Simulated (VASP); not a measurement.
# InAs (F-43m) in VASP: band structure with PBE

Aim: the band structure of InAs with PBE.

All numbers are computed with VASP 6.6.1; they aren't measurements. Logs are shortened: lines on timing, memory, paths and dates and some standing lists are left out, and cuts for length are marked.

**The experiment to reproduce.**

From a printed reference work, data compilation, for a bulk crystal of InAs at 4.2 K: band gap 0.418 eV (direct).

The runs below are set against these values where they give the same quantity.

## (1) Starting point

Symmetry: F-43m, No. 216, cubic system. The conventional cell has a = 6.036 Å, b = 6.036 Å, c = 6.036 Å, α = 90.00°, β = 90.00°, γ = 90.00°. Around In (site symmetry -43m) lie 4 As at 2.61 Å. As (site symmetry -43m) is surrounded by 4 In at 2.61 Å.

## (2) Band structure, PBE

Input file INCAR:

```
ALGO = Fast
EDIFF = 1E-7
ENCUT = 520
GGA = PE
ISIF = 2
ISMEAR = 0
LASPH = T
LCHARG = F
LREAL = F
LWAVE = F
NELM = 60
PREC = Accurate
SIGMA = 0.1
```

Input file KPOINTS:

```
k-points
0
Gamma
  12 12 12
```

Input file POSCAR:

```
InAs
1.0
    0.0000000000      3.0180000000      3.0180000000
    3.0180000000      0.0000000000      3.0180000000
    3.0180000000      3.0180000000      0.0000000000
In As
1 1
Direct
    0.0000000000      0.0000000000      0.0000000000
    0.2500000000      0.2500000000      0.2500000000
```

Input file KPOINTS_OPT:

```
path GXWKGLUWLK,UX
10
line-mode
reciprocal
 0.0000000000  0.0000000000  0.0000000000  G
 0.5000000000  0.0000000000  0.5000000000  X

 0.5000000000  0.0000000000  0.5000000000  X
 0.5000000000  0.2500000000  0.7500000000  W

 0.5000000000  0.2500000000  0.7500000000  W
 0.3750000000  0.3750000000  0.7500000000  K

 0.3750000000  0.3750000000  0.7500000000  K
 0.0000000000  0.0000000000  0.0000000000  G

 0.0000000000  0.0000000000  0.0000000000  G
 0.5000000000  0.5000000000  0.5000000000  L

 0.5000000000  0.5000000000  0.5000000000  L
 0.6250000000  0.2500000000  0.6250000000  U

 0.6250000000  0.2500000000  0.6250000000  U
 0.5000000000  0.2500000000  0.7500000000  W

 0.5000000000  0.2500000000  0.7500000000  W
 0.5000000000  0.5000000000  0.5000000000  L

 0.5000000000  0.5000000000  0.5000000000  L
 0.3750000000  0.3750000000  0.7500000000  K

 0.6250000000  0.2500000000  0.6250000000  U
 0.5000000000  0.0000000000  0.5000000000  X
```

Potentials or basis: VASP PAW PBE potentials, release 64 (In_d, As).

Started as:

```sh
cat potpaw_PBE.64/In_d/POTCAR potpaw_PBE.64/As/POTCAR > POTCAR
mpirun -np 1 vasp_std > vasp.out
```

OUTCAR:

```text
EDIFF = 1E-7
   ENCUT = 520
   GGA = PE
   ISIF = 2
   ISMEAR = 0
   LASPH = T
   LREAL = F
   NELM = 60
   PREC = Accurate

 ion  position               nearest neighbor table
   1  0.000  0.000  0.000-   2 2.61   2 2.61   2 2.61   2 2.61
   2  0.250  0.250  0.250-   1 2.61   1 2.61   1 2.61   1 2.61

  LATTYP: Found a face centered cubic cell.
 ALAT       =     6.0360000000

  Lattice vectors:

 A1 = (   0.0000000000,   3.0180000000,   3.0180000000)
 A2 = (   3.0180000000,   0.0000000000,   3.0180000000)
 A3 = (   3.0180000000,   3.0180000000,   0.0000000000)

Analysis of symmetry for initial positions (statically):
=====================================================================
 Subroutine PRICEL returns:
 Original cell was already a primitive cell.

 Routine SETGRP: Setting up the symmetry group for a
 face centered cubic supercell.

 Subroutine GETGRP returns: Found 24 space group operations
 (whereof 24 operations were pure point group operations)
 out of a pool of 48 trial point group operations.

The static configuration has the point symmetry T_d .

Analysis of symmetry for dynamics (positions and initial velocities):
=====================================================================
 Subroutine PRICEL returns:
 Original cell was already a primitive cell.

 Routine SETGRP: Setting up the symmetry group for a
 face centered cubic supercell.

 Subroutine GETGRP returns: Found 24 space group operations
 (whereof 24 operations were pure point group operations)
 out of a pool of 48 trial point group operations.

The dynamic configuration has the point symmetry T_d .

 Subroutine INISYM returns: Found 24 space group operations
 (whereof 24 operations are pure point group operations),
 and found     1 'primitive' translations

----------------------------------------------------------------------------------------

                                     Primitive cell

  volume of cell :      54.9778

  direct lattice vectors                    reciprocal lattice vectors
     0.000000000  3.018000000  3.018000000    -0.165672631  0.165672631  0.165672631
     3.018000000  0.000000000  3.018000000     0.165672631 -0.165672631  0.165672631
     3.018000000  3.018000000  0.000000000     0.165672631  0.165672631 -0.165672631

  length of vectors
     4.268096531  4.268096531  4.268096531     0.286953414  0.286953414  0.286953414

  position of ions in fractional coordinates (direct lattice)
     0.000000000  0.000000000  0.000000000
     0.250000000  0.250000000  0.250000000

  ion indices of the primitive-cell ions
   primitive index   ion index
                 1           1
                 2           2

----------------------------------------------------------------------------------------

 KPOINTS: k-points

Automatic generation of k-mesh.
 Grid dimensions read from file:
 generate k-points for:   12   12   12

 Generating k-lattice:

  Cartesian coordinates                     Fractional coordinates (reciprocal lattice)
    -0.013806053  0.013806053  0.013806053     0.083333333  0.000000000  0.000000000
     0.013806053 -0.013806053  0.013806053     0.000000000  0.083333333  0.000000000
     0.013806053  0.013806053 -0.013806053     0.000000000  0.000000000  0.083333333

  Length of vectors
     0.023912785  0.023912785  0.023912785

  Shift w.r.t. Gamma in fractional coordinates (k-lattice)
     0.000000000  0.000000000  0.000000000

 Subroutine IBZKPT returns following result:
 ===========================================

 Found     72 irreducible k-points:

 Following reciprocal coordinates:
            Coordinates               Weight
  0.000000  0.000000  0.000000      1.000000
  0.083333  0.000000  0.000000      8.000000
  0.166667  0.000000  0.000000      8.000000
  0.250000  0.000000  0.000000      8.000000
  0.333333  0.000000  0.000000      8.000000
  0.416667  0.000000  0.000000      8.000000
[... 16 lines left out ...]
  0.500000  0.166667  0.000000     24.000000
 -0.416667  0.166667  0.000000     24.000000
 [... further k-points ...]
   k-points           NKPTS =     72   k-points in BZ     NKDIM =     72   number of bands    NBANDS=     13
   number of dos      NEDOS =    301   number of ions     NIONS =      2
   total plane-waves  NPLWV =  32768
   dimension x,y,z NGX =    32 NGY =   32 NGZ =   32
   dimension x,y,z NGXF=    64 NGYF=   64 NGZF=   64
   ions per type =               1   1
   NGX,Y,Z   is equivalent  to a cutoff of  12.46, 12.46, 12.46 a.u.
   NGXF,Y,Z  is equivalent  to a cutoff of  24.93, 24.93, 24.93 a.u.
 SYSTEM =  unknown system
   PREC   = accura    normal or accurate (medium, high low for compatibility)
   ISTART =      0    job   : 0-new  1-cont  2-samecut
   ICHARG =      2    charge: 1-file 2-atom 10-const
   ISPIN  =      1    spin polarized calculation?
   LNONCOLLINEAR =      F non collinear calculations
   LSORBIT =      F    spin-orbit coupling
   LASPH  =      T    aspherical Exc in radial PAW
   ENCUT  =  520.0 eV  38.22 Ry    6.18 a.u.   7.94  7.94  7.94*2*pi/ulx,y,z
   NELM   =     60;   NELMIN=  2; NELMDL= -5     # of ELM steps
   EDIFF  = 0.1E-06   stopping-criterion for ELM
   LREAL  =      F    real-space projection
   EDIFFG = 0.1E-05   stopping-criterion for IOM
   NSW    =      0    number of steps for IOM
   IBRION =     -1    ionic relax: 0-MD 1-quasi-New 2-CG
   NFREE  =      0    steps in history (QN), initial steepest desc. (CG)
   ISIF   =      2    stress and relaxation
   ISYM   =      2    0-nonsym 1-usesym 2-fastsym
   POTIM  = 0.5000    time-step for ionic-motion
   TEBEG  =    0.0;   TEEND  =   0.0 temperature during run
   PSTRESS=    0.0 pullay stress
   NELECT =      18.0000    total number of electrons
   NUPDOWN=      -1.0000    fix difference up-down
   EMIN   =  10.00;   EMAX   =-10.00  energy-range for DOS
   EFERMI =   0.00;   METHOD = LEGACY
   ISMEAR =     0;   SIGMA  =   0.10  broadening in eV -4-tet -1-fermi 0-gaus
   EFERMI_NEDOS =   21; number of points for ismear=-14 and -15
   IALGO  =     68    algorithm
   IMIX   =      4    mixing-type and parameters
     AMIX     =   0.40;   BMIX     =  1.00
     AMIX_MAG =   1.60;   BMIX_MAG =  1.00
  volume/ion in A,a.u.               =      27.49       185.50
  Fermi-wavevector in a.u.,A,eV,Ry     =   1.128331  2.132236 17.321990  1.273130
  Thomas-Fermi vector in A             =   2.265020
   LORBIT       =      0    0 simple, 1 ext, 2 COOP (PROOUT), +10 PAW based schemes
   GGA     = PE    functional components
   LHFCALC =     F    Hartree Fock is set to
   AEXX    =    0.0000 exact exchange contribution
   IVDW    =     0    specifies the selected vdW correction
   LEPSILON=     F    determine dielectric tensor
   LRPA    =     F    only Hartree local field effects (RPA)
 non-spin polarized calculation
 RMM-DIIS sequential band-by-band and
 Gauss-broadening in eV      SIGMA  =   0.10
  energy-cutoff  :      520.00
  volume of cell :       54.98
 maximum number of plane-waves:      1492
   NGX = 15   NGY = 15   NGZ = 15

 number of electron      17.9999991 magnetization

 Free energy of the ion-electron system (eV)
  ---------------------------------------------------
  ext. energy  EPLUGINS =         0.00000000
  ---------------------------------------------------
  free energy    TOTEN  =        -7.66512482 eV

  energy without entropy =       -7.66497374  energy(sigma->0) =       -7.66504928

 E-fermi :   4.6215     XC(G=0):  -9.1171

 val. band max:        4.5625700173   @ k =   0.0000   0.0000   0.0000
 cond. band min:       5.4002219560   @ k =   0.0833   0.0000   0.0000
 fundamental gap:      0.8376519387
 Fermi energy:         4.6215284653

 k-point     1 :       0.0000    0.0000    0.0000
  band No.  band energies     occupation
      1      -9.8396      2.00000
      2      -9.8396      2.00000
      3      -9.8396      2.00000
      4      -9.7115      2.00000
      5      -9.7115      2.00000
      6      -7.3342      2.00000
      7       4.3956      1.99860
      8       4.5626      1.59561
      9       4.5626      1.59561
     10       4.5626      1.59561
     11       8.4732      0.00000
     12       8.4732      0.00000
     13       8.4732      0.00000

 k-point     2 :       0.0833    0.0000    0.0000
  band No.  band energies     occupation
      1      -9.8491      2.00000
      2      -9.8369      2.00000
      3      -9.8369      2.00000
      4      -9.7116      2.00000
      5      -9.7116      2.00000
      6      -7.2609      2.00000
      7       3.3042      2.00000
      8       4.4704      1.96745
      9       4.4704      1.96745
     10       5.4002      0.00000
     11       8.5064      0.00000
     12       8.6092      0.00000
     13       8.6092      0.00000

 k-point     3 :       0.1667    0.0000    0.0000
  band No.  band energies     occupation
      1      -9.8742      2.00000
      2      -9.8296      2.00000
      3      -9.8296      2.00000
      4      -9.7114      2.00000
      5      -9.7114      2.00000
      6      -7.0490      2.00000
      7       2.0584      2.00000
      8       4.2464      2.00000
      9       4.2464      2.00000
     10       5.8277      0.00000
     11       8.8894      0.00000
     12       8.9198      0.00000
     13       8.9198      0.00000

 k-point     4 :       0.2500    0.0000    0.0000
  band No.  band energies     occupation
      1      -9.9065      2.00000
      2      -9.8208      2.00000
      3      -9.8208      2.00000
      4      -9.7102      2.00000
      5      -9.7102      2.00000
      6      -6.7243      2.00000
      7       0.8568      2.00000
      8       3.9870      2.00000
      9       3.9870      2.00000
     10       5.8236      0.00000
     11       9.1903      0.00000
     12       9.1903      0.00000
     13       9.7417      0.00000

 k-point     5 :       0.3333    0.0000    0.0000
  band No.  band energies     occupation
      1      -9.9368      2.00000
      2      -9.8133      2.00000
      3      -9.8133      2.00000
      4      -9.7076      2.00000
      5      -9.7076      2.00000
      6      -6.3390      2.00000
      7      -0.1891      2.00000
      8       3.7639      2.00000
      9       3.7639      2.00000
     10       5.6866      0.00000
     11       9.2840      0.00000
     12       9.2840      0.00000
     13      10.7312      0.00000
[... 257 lines left out ...]
 k-point    22 :       0.4167    0.1667    0.0000
  band No.  band energies     occupation
      1      -9.9640      2.00000
      2      -9.8016      2.00000
      3      -9.7954      2.00000
      4      -9.7209      2.00000
      5      -9.6996      2.00000
      6      -6.0157      2.00000
      7      -0.4829      2.00000
      8       2.6092      2.00000
      9       3.1245      2.00000
     10       6.8520      0.00000
     11       8.5991      0.00000
     12      10.2071      0.00000
     13      10.3565      0.00000

 k-point    23 :       0.5000    0.1667    0.0000
  band No.  band energies     occupation
      1      -9.9748      2.00000
      2      -9.8005      2.00000
      3      -9.7935      2.00000
      4      -9.7158      2.00000
      5      -9.7009      2.00000
      6      -5.7399      2.00000
      7      -1.0158      2.00000
      8       2.3157      2.00000
      9       3.1464      2.00000
     10       6.7883      0.00000
     11       8.8040      0.00000
     12      10.1757      0.00000
     13      11.0232      0.00000

 k-point    24 :      -0.4167    0.1667    0.0000
  band No.  band energies     occupation
      1      -9.9746      2.00000
      2      -9.8009      2.00000
      3      -9.7950      2.00000
      4      -9.7108      2.00000
      5      -9.7052      2.00000
      6      -5.6965      2.00000
      7      -1.0912      2.00000
      8       2.1536      2.00000
      9       3.2865      2.00000
     10       6.7971      0.00000
     11       8.9122      0.00000
     12       9.9800      0.00000
     13      11.5590      0.00000

 [... further k-points ...]

------------------------ aborting loop because EDIFF is reached ----------------------------------------

  FORCE on cell =-STRESS in cart. coord.  units (eV):
  Direction    XX          YY          ZZ          XY          YZ          ZX
  --------------------------------------------------------------------------------------
  -------------------------------------------------------------------------------------
  Total        1.4912843      1.4912843      1.4912843      0.0000000     -0.0000000     -0.0000000
  in kB       43.4593610     43.4593610     43.4593610      0.0000000     -0.0000000     -0.0000000
  external PRESSURE =      43.4593610 kB  Pullay stress =       0.0000000 kB

 VOLUME and BASIS-vectors are now :
 -----------------------------------------------------------------------------
  energy-cutoff  :      520.00
  volume of cell :       54.98
      direct lattice vectors                 reciprocal lattice vectors
     0.000000000  3.018000000  3.018000000    -0.165672631  0.165672631  0.165672631
     3.018000000  0.000000000  3.018000000     0.165672631 -0.165672631  0.165672631
     3.018000000  3.018000000  0.000000000     0.165672631  0.165672631 -0.165672631

 POSITION                                       TOTAL-FORCE (eV/Angst)
 -----------------------------------------------------------------------------------
      0.00000      0.00000      0.00000         0.000000     -0.000000     -0.000000
      1.50900      1.50900      1.50900        -0.000000      0.000000      0.000000
 -----------------------------------------------------------------------------------
    total drift:                               -0.000000     -0.000000     -0.000000

  FREE ENERGIE OF THE ION-ELECTRON SYSTEM (eV)
  ---------------------------------------------------
  free  energy   TOTEN  =        -7.6651248215 eV

  energy  without entropy=       -7.6649737403  energy(sigma->0) =       -7.66504928
```

Wall time 33 s (1 thread of Intel Xeon 6975P-C (Granite Rapids), shared host); peak memory 0.24 GiB.

Results:

```
Free energy             : -7.6651 eV
Pressure                : 4.3 GPa
Band gap along the path : none (metal or under the smearing width)
```

Levels at the corners of the path, in eV from the Fermi level:
| point | band 5 | band 6 | band 7 | band 8 | band 9 | band 10 | band 11 | band 12 | band 13 |
| --- | --- | --- | --- | --- | --- | --- | --- | --- | --- |
| Γ | -14.33 | -11.96 | -0.23 | -0.06 | -0.06 | -0.06 | 3.85 | 3.85 | 3.85 |
| X | -14.31 | -9.92 | -5.92 | -2.40 | -2.40 | 1.48 | 2.00 | 9.17 | 9.25 |
| X | -14.31 | -9.92 | -5.92 | -2.40 | -2.40 | 1.48 | 2.00 | 9.17 | 9.25 |
| W | -14.32 | -9.87 | -5.78 | -3.03 | -2.95 | 4.18 | 4.23 | 4.96 | 6.02 |
| W | -14.32 | -9.87 | -5.78 | -3.03 | -2.95 | 4.18 | 4.23 | 4.96 | 6.02 |
| K | -14.32 | -9.94 | -5.78 | -3.35 | -2.02 | 2.05 | 4.23 | 7.27 | 7.37 |
| K | -14.32 | -9.94 | -5.78 | -3.35 | -2.02 | 2.05 | 4.23 | 7.27 | 7.37 |
| Γ | -14.33 | -11.96 | -0.23 | -0.06 | -0.06 | -0.06 | 3.85 | 3.85 | 3.85 |
| Γ | -14.33 | -11.96 | -0.23 | -0.06 | -0.06 | -0.06 | 3.85 | 3.85 | 3.85 |
| L | -14.32 | -10.47 | -5.85 | -1.05 | -1.05 | 0.91 | 4.62 | 4.62 | 6.80 |
| L | -14.32 | -10.47 | -5.85 | -1.05 | -1.05 | 0.91 | 4.62 | 4.62 | 6.80 |
| U | -14.32 | -9.94 | -5.78 | -3.35 | -2.02 | 2.05 | 4.23 | 7.27 | 7.37 |
| U | -14.32 | -9.94 | -5.78 | -3.35 | -2.02 | 2.05 | 4.23 | 7.27 | 7.37 |
| W | -14.32 | -9.87 | -5.78 | -3.03 | -2.95 | 4.18 | 4.23 | 4.96 | 6.02 |
| W | -14.32 | -9.87 | -5.78 | -3.03 | -2.95 | 4.18 | 4.23 | 4.96 | 6.02 |
| L | -14.32 | -10.47 | -5.85 | -1.05 | -1.05 | 0.91 | 4.62 | 4.62 | 6.80 |
| L | -14.32 | -10.47 | -5.85 | -1.05 | -1.05 | 0.91 | 4.62 | 4.62 | 6.80 |
| K | -14.32 | -9.94 | -5.78 | -3.35 | -2.02 | 2.05 | 4.23 | 7.27 | 7.37 |
| U | -14.32 | -9.94 | -5.78 | -3.35 | -2.02 | 2.05 | 4.23 | 7.27 | 7.37 |
| X | -14.31 | -9.92 | -5.92 | -2.40 | -2.40 | 1.48 | 2.00 | 9.17 | 9.25 |

Caveat: spin-orbit coupling is left out, which moves the levels of the heavy elements; this crystal is a semiconductor, whose small gap the functional closes, so the metal is an error of the method.

## (3) Against experiment

Step 2. Against the measured gap of InAs, 0.418 eV (direct; 4.2 K; a printed reference work, data compilation), the calculated 0.00 eV is off by -0.42 eV. Spin-orbit coupling on As, In is left out. The value is that of PBE, without temperature or zero-point motion. Semilocal functionals fall short of measured gaps as a rule.
